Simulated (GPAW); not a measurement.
Wanted: an ASE script for a GPAW 26.7.0 run.

```yaml
Task: dielectric tensor
Functional: PBE
Potentials_or_basis: GPAW PAW data sets (gpaw-data 1.2.1)
Cutoff: 650 eV
Basis: pw
k_mesh: 7 × 7 × 7
Occupations: fermi-dirac, width 0.001 eV
Spin: no spin polarisation
Response_ecut: 80 eV
Maxiter: 150
Response_k_mesh: 23 × 23 × 23
Response_bands: 28
Kernels: "[\"RPA\"]"
Coarser_k_mesh: 23 × 23 × 23
```

Crystal: SrO.

```xyz
2
Lattice="0.0000 2.5491 2.5491 2.5491 0.0000 2.5491 2.5491 2.5491 0.0000" Properties=species:S:1:pos:R:3 pbc="T T T"
Sr    2.5491    2.5491    2.5491
O     0.0000    0.0000    0.0000
```

The input as run:

run.py

```python
import numpy as np
from ase import Atoms
from ase.dft.bandgap import bandgap
from ase.io import write
from gpaw import GPAW, PW
from gpaw.response.df import DielectricFunction

atoms = Atoms(['Sr', 'O'],
              cell=[[0.0, 2.5490759911, 2.5490759911],
                    [2.5490759911, 0.0, 2.5490759911],
                    [2.5490759911, 2.5490759911, 0.0]],
              scaled_positions=[[0.5, 0.5, 0.5],
                                [0.0, 0.0, 0.0]],
              pbc=True)

calc = GPAW(mode=PW(650),
            xc='PBE',
            kpts={'size': (7, 7, 7), 'gamma': True},
            occupations={'name': 'fermi-dirac', 'width': 0.001},
            nbands=16,
            convergence={'density': 1e-06},
            maxiter=150,
            txt='gpaw.txt')
atoms.calc = calc
energy = atoms.get_potential_energy()
calc.write('gs.gpw')
write('result.traj', atoms)
print(f'Energy: {energy:.6f} eV')
print('Fermi level:', round(calc.get_fermi_level(), 4), 'eV')
print(f'Gap: {bandgap(calc)[0]:.4f} eV, direct: {bandgap(calc, direct=True)[0]:.4f} eV')

for size in [(23, 23, 23)]:
    name = 'x'.join(str(n) for n in size)
    dense = calc.fixed_density(kpts={'size': size, 'gamma': True},
                               nbands=34, convergence={'bands': 28, 'eigenstates': 1e-7},
                               update_fermi_level=True, txt=f'dense-{name}.txt')
    dense.write(f'{name}.gpw', mode='all')
    df = DielectricFunction(f'{name}.gpw', frequencies=np.array([0.0]), hilbert=False, eta=0.001,
                            ecut=80, nbands=28, intraband=False, txt=f'df-{name}.txt')
    for xc in ['RPA']:
        for direction in ['x', 'y', 'z', [0, 1, 1], [1, 0, 1], [1, 1, 0]]:
            e0, e = df.get_macroscopic_dielectric_constant(xc=xc, direction=direction)
            print(f'{name} {xc} {direction}: {e0:.4f} without, {e:.4f} with local fields')
```

Potentials or basis: GPAW PAW data sets (gpaw-data 1.2.1), pw.

Run with:

```bash
$ OMP_NUM_THREADS=1 python run.py
```

Results of the run:

- Band gap on the k mesh: 3.45 eV, indirect (least direct gap 3.52 eV)
- Electronic dielectric tensor (diagonal): 3.53

Caveat: the long-wavelength limit can be off by a per cent or two; an odd mesh through Γ misses points on the zone boundary, where band edges often lie.

Wall time 4 min on 1 thread of AMD EPYC 7B13 (Zen 3) (shared host), peak memory 0.64 GiB.
